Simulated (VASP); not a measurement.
# MgTe (F-43m) in VASP: notebook, part 2 of 2

VASP 6.6.1. The steps go on from the part before.

### 3 Relaxation of cell and atoms, PBEsol

This run uses another cell than the first one, of 33.37 Å³/atom, 0.988 times its volume.

INCAR

```
PREC = Accurate ; ENCUT = 600
EDIFF = 1E-7 ; ISMEAR = 0
SIGMA = 0.03 ; LREAL = F
LASPH = T ; NELM = 80
ALGO = Normal ; ISIF = 3
LWAVE = F ; LCHARG = F
GGA = PS ; IBRION = 2
NSW = 90 ; EDIFFG = -0.005
```

KPOINTS

```
Automatic mesh
0
Gamma
  8 8 8
```

POSCAR

```
MgTe                                    
1.0
   -0.0000000000      3.2194527926      3.2194527926
    3.2194527926      0.0000000000      3.2194527926
    3.2194527926      3.2194527926      0.0000000000
  Mg              Te            
     1     1
Direct
     1.0000000000000000    1.0000000000000000    1.0000000000000000
     0.2500000000000000    0.2500000000000000    0.2500000000000000
```

Potentials or basis: VASP PAW PBE potentials, release 64 (Mg, Te).

The run is started by

```bash
> cat potpaw_PBE.64/Mg/POTCAR potpaw_PBE.64/Te/POTCAR > POTCAR
> mpirun -np 1 vasp_std > vasp.out
```

Wall time 23 s (1 thread of Intel Xeon Platinum 8375C at 2.90GHz (Ice Lake), shared host); peak memory 0.22 GiB.

Results (log left out):

```
Free energy                            : -6.8931 eV
Relaxed volume                         : 33.40 Å³/atom
Relaxed cell                           : a = 4.554 Å, b = 4.554 Å, c = 4.554 Å, α = 60.00°, β = 60.00°, γ = 60.00°
Space group after relaxing (to 0.05 Å) : F-43m (No. 216)
Energy gained by relaxing              : 0.0 meV/atom
Ionic steps                            : 2
Pressure after relaxing                : 0.0 GPa
Band gap on the k mesh                 : 2.35 eV, direct
```

Final structure:
```
Mg Te
1.0
     0.00000    3.22043    3.22043
     3.22043    0.00000    3.22043
     3.22043    3.22043    0.00000
Mg Te
1 1
Cartesian
  3.2204 3.2204 6.4409
  1.6102 1.6102 1.6102
```

Levels at points of the mesh, in eV from the valence-band top:
| k point | band 1 | band 2 | band 3 | band 4 | band 5 | band 6 | band 7 | band 8 |
| --- | --- | --- | --- | --- | --- | --- | --- | --- |
| (0.00, 0.00, 0.00) | -10.25 | 0.00 | 0.00 | 0.00 | 2.35 | 5.43 | 5.43 | 5.43 |
| (0.50, 0.00, 0.00) | -9.65 | -3.28 | -0.43 | -0.43 | 3.17 | 5.47 | 5.47 | 7.19 |
| (0.50, 0.50, 0.00) | -9.44 | -3.09 | -1.21 | -1.21 | 2.70 | 3.48 | 9.60 | 9.60 |

Caveat: the PAW data sets were made with another functional, which shifts forces and pressure a little; spin-orbit coupling is left out, which moves the levels of the heavy elements.

### 4 Relaxation of cell and atoms, PBEsol

INCAR

```
SYSTEM = MgTe
ALGO     = Normal         ! electronic algorithm
EDIFF    = 1E-6           ! SCF threshold, eV
EDIFFG   = -0.01          ! ionic threshold
ENCUT    = 600            ! plane-wave cutoff, eV
GGA      = PS             ! functional
IBRION   = 2              ! ionic algorithm
ISIF     = 3              ! what is computed and relaxed
ISMEAR   = 0              ! smearing method
KPAR     = 2            
LASPH    = .TRUE.         ! aspherical terms in the spheres
LCHARG   = .FALSE.        ! write CHGCAR
LREAL    = .FALSE.        ! projectors in reciprocal space
LWAVE    = .FALSE.        ! write WAVECAR
NELM     = 80             ! most SCF steps
NSW      = 90             ! ionic steps
PREC     = Accurate       ! precision mode
SIGMA    = 0.03           ! smearing width, eV
```

KPOINTS

```
k-points
0
G
  8 8 8
  0 0 0
```

POSCAR

```
MgTe
1.0
    0.0000000000      3.2319988200      3.2319988200
    3.2319988200      0.0000000000      3.2319988200
    3.2319988200      3.2319988200      0.0000000000
Mg Te
1 1
Direct
    0.0000000000      0.0000000000      0.0000000000
    0.2500000000      0.2500000000      0.2500000000
```

Potentials or basis: VASP PAW PBE potentials, release 64 (Mg, Te).

The run is started by

```bash
> cat potpaw_PBE.64/Mg/POTCAR potpaw_PBE.64/Te/POTCAR > POTCAR
> mpirun -np 2 vasp_std > vasp.out
```

OUTCAR:

```text
SYSTEM = MgTe
   EDIFF = 1E-6
   EDIFFG = -0.01
   ENCUT = 600
   GGA = PS
   IBRION = 2
   ISIF = 3
   ISMEAR = 0
   LASPH = .TRUE.
   LREAL = .FALSE.
   NELM = 80
   NSW = 90
   PREC = Accurate

 ion  position               nearest neighbor table
   1  0.000  0.000  0.000-   2 2.80   2 2.80   2 2.80   2 2.80
   2  0.250  0.250  0.250-   1 2.80   1 2.80   1 2.80   1 2.80

  LATTYP: Found a face centered cubic cell.
 ALAT       =     6.4639976400
[... 505 lines left out ...]

  FORCE on cell =-STRESS in cart. coord.  units (eV):
  Direction    XX          YY          ZZ          XY          YZ          ZX
  --------------------------------------------------------------------------------------
  -------------------------------------------------------------------------------------
  Total        0.0106451      0.0106451      0.0106451     -0.0000000      0.0000000     -0.0000000
  in kB        0.2555554      0.2555554      0.2555554     -0.0000000      0.0000000     -0.0000000
  external PRESSURE =       0.2555554 kB  Pullay stress =       0.0000000 kB

 VOLUME and BASIS-vectors are now :
 -----------------------------------------------------------------------------
  energy-cutoff  :      600.00
  volume of cell :       66.74
      direct lattice vectors                 reciprocal lattice vectors
    -0.000000000  3.219452793  3.219452793    -0.155305896  0.155305896  0.155305896
     3.219452793  0.000000000  3.219452793     0.155305896 -0.155305896  0.155305896
     3.219452793  3.219452793 -0.000000000     0.155305896  0.155305896 -0.155305896

 POSITION                                       TOTAL-FORCE (eV/Angst)
 -----------------------------------------------------------------------------------
      6.43891      3.21945      3.21945        -0.000000     -0.000000     -0.000000
      1.60973      1.60973      1.60973         0.000000      0.000000      0.000000
 -----------------------------------------------------------------------------------
    total drift:                                0.000000      0.000000      0.000000

  FREE ENERGIE OF THE ION-ELECTRON SYSTEM (eV)
  ---------------------------------------------------
  free  energy   TOTEN  =        -6.8931006975 eV

  energy  without entropy=       -6.8931006975  energy(sigma->0) =       -6.89310070

 reached required accuracy - stopping structural energy minimisation
```

OSZICAR:

```text
N       E                     dE             d eps       ncg     rms          rms(c)
DAV:   1     0.267568771356E+02    0.26757E+02   -0.32788E+03   464   0.848E+02
DAV:   2    -0.583351979449E+01   -0.32590E+02   -0.31110E+02   576   0.912E+01
DAV:   3    -0.709478810453E+01   -0.12613E+01   -0.12613E+01   552   0.251E+01
[... 12 lines left out ...]
DAV:   2    -0.689370483104E+01    0.26356E-02   -0.61393E-03   464   0.407E-01    0.128E-01
DAV:   3    -0.689312350590E+01    0.58133E-03   -0.27474E-03   504   0.234E-01    0.604E-02
DAV:   4    -0.689311210826E+01    0.11398E-04   -0.42843E-05   512   0.515E-02    0.570E-02
DAV:   5    -0.689310069288E+01    0.11415E-04   -0.17108E-05   560   0.247E-02    0.663E-03
DAV:   6    -0.689310069749E+01   -0.46166E-08   -0.22800E-06   368   0.789E-03
   2 F= -.68931007E+01 E0= -.68931007E+01  d E =-.885597E-03
```

Wall time 32 s (2 MPI ranks of Intel Xeon Platinum 8488C (Sapphire Rapids), shared host); peak memory 0.23 GiB.

What came out:

```yaml
Free_energy: -6.8931 eV
Relaxed_volume: 33.37 Å³/atom
Relaxed_cell: a = 4.553 Å, b = 4.553 Å, c = 4.553 Å, α = 60.00°, β = 60.00°, γ = 60.00°
Space_group_after_relaxing_to_0.05_Å: F-43m (No. 216)
Energy_gained_by_relaxing: 0.4 meV/atom
Ionic_steps: 2
Pressure_after_relaxing: 0.0 GPa
Band_gap_on_the_k_mesh: 2.35 eV, direct
```

The path:
| step | energy change (eV) | largest force (eV/Å) | pressure (GPa) | volume (Å³) |
| --- | --- | --- | --- | --- |
| 1 | 0.0000 | 0.0000 | -0.38 | 67.52 |
| 2 | -0.0009 | 0.0000 | 0.03 | 66.74 |

Final structure:
```
CELL_PARAMETERS angstrom
0.00000 3.21945 3.21945
3.21945 0.00000 3.21945
3.21945 3.21945 0.00000
ATOMIC_POSITIONS crystal
Mg 0.00000 0.00000 0.00000
Te 0.25000 0.25000 0.25000
```

Caveat: the PAW data sets were made with another functional, which shifts forces and pressure a little; spin-orbit coupling is left out, which moves the levels of the heavy elements. A hybrid or GW would open this gap; PBEsol tends to underestimate it.
